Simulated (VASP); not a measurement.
From VASP inputs to Ansatz: TePb (strained zincblende)

INCAR

```
ISIF = 2
IBRION = -1
NSW = 0
ISMEAR = 0
LCHARG = .FALSE.
ENCUT = 520
NBANDS = 17
LREAL = .FALSE.
ALGO = Normal
EDIFF = 1E-7
METAGGA = R2SCAN
NELM = 120
LASPH = .TRUE.
PREC = Accurate
SIGMA = 0.01
LWAVE = .FALSE.
```

KPOINTS

```
KPOINTS created by Atomic Simulation Environment
0
Gamma
6 6 6
0 0 0
```

KPOINTS_OPT

```
special points
6
Reciprocal
0.0000000000 0.0000000000 0.0000000000 1
-0.5000000000 -0.5000000000 0.0000000000 1
-0.3750000000 -0.3750000000 0.2500000000 1
-0.3750000000 0.0000000000 0.3750000000 1
0.0000000000 0.0000000000 0.5000000000 1
-0.5000000000 -0.2500000000 0.2500000000 1
```

POSCAR

```
Pb Te
 1.0000000000000000
     0.0000000000000000    3.6414940692000002    3.8516082770000000
     3.6414940692000002    0.0000000000000000    3.8516082770000000
     3.6414940692000002    3.6414940692000002    0.0000000000000000
 Pb  Te
   1   1
Cartesian
  0.0000000000000000  0.0000000000000000  0.0000000000000000
  1.8207470346000001  1.8207470346000001  1.9258041385000000
```

VASP ran with the recommended PBE PAW datasets (20 valence electrons in the cell).

Task: Translate these files to an Ansatz input.

Result: 

```yaml
crystal:
  lattice:
    - [0.0, 3.6414940692, 3.851608277]
    - [3.6414940692, 0.0, 3.851608277]
    - [3.6414940692, 3.6414940692, 0.0]
  atoms:
    - { symbol: Pb, position: [0.0, 0.0, 0.0] }
    - { symbol: Te, position: [0.25, 0.25, 0.25] }
kpoints:
  mp_grid: { grid: [6, 6, 6] }
  band_path:
    path:
      - [0.0, 0.0, 0.0]
      - [-0.5, -0.5, 0.0]
      - [-0.375, -0.375, 0.25]
      - [-0.375, 0.0, 0.375]
      - [0.0, 0.0, 0.5]
      - [-0.5, -0.25, 0.25]
    npoints: 1
hamiltonian:
  xc: r2scan
scf:
  occupations: { method: fixed }
  n_extra_bands: 4
output:
  forces: true
  stress: true
  eigenvalues: true
```

Other inputs would serve too.

|  | VASP | Ansatz |
| --- | --- | --- |
| gap between bands v and c | 0.77 eV | 0.77 eV |
| least direct gap | 1.41 eV | 1.42 eV |
| pressure | -1.4 GPa | -1.4 GPa |

Datasets and cutoffs are each program's own. VASP's cell holds 20 valence electrons and Ansatz's 30. Ansatz's stress includes a Pulay correction; VASP's doesn't.
